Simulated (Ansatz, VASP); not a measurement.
## AlP in VASP and in Ansatz

```
Al P
1.0
     0.00000    2.73926    2.73926
     2.73926    0.00000    2.73926
     2.73926    2.73926    0.00000
Al P
1 1
Direct
  0.00000 0.00000 0.00000
  0.25000 0.25000 0.25000
```

Alike in both runs: task single point; functional PBEsol; k mesh 6 × 6 × 6; no spin polarisation.

```csv
,VASP,Ansatz
version,VASP 6.6.1,Ansatz 0.2.0
potentials or method,"VASP PAW PBE potentials, release 64 (Al, P)",plane waves
plane-wave cutoff (eV),520,420
occupations,"gaussian, width 0.01 eV",fixed
valence electrons in the cell,8,8
```

Ansatz gave:

```
gap on the k mesh at the Fermi level (eV) : 1.46
pressure (GPa)                            : -0.3
```

Q: Estimate VASP's values.

A: gap on the k mesh at the Fermi level (eV): 1.45; pressure (GPa): -0.3.

Caveats: the PAW data sets were made with another functional, which shifts forces and pressure a little (VASP). A k mesh can miss the band edges.
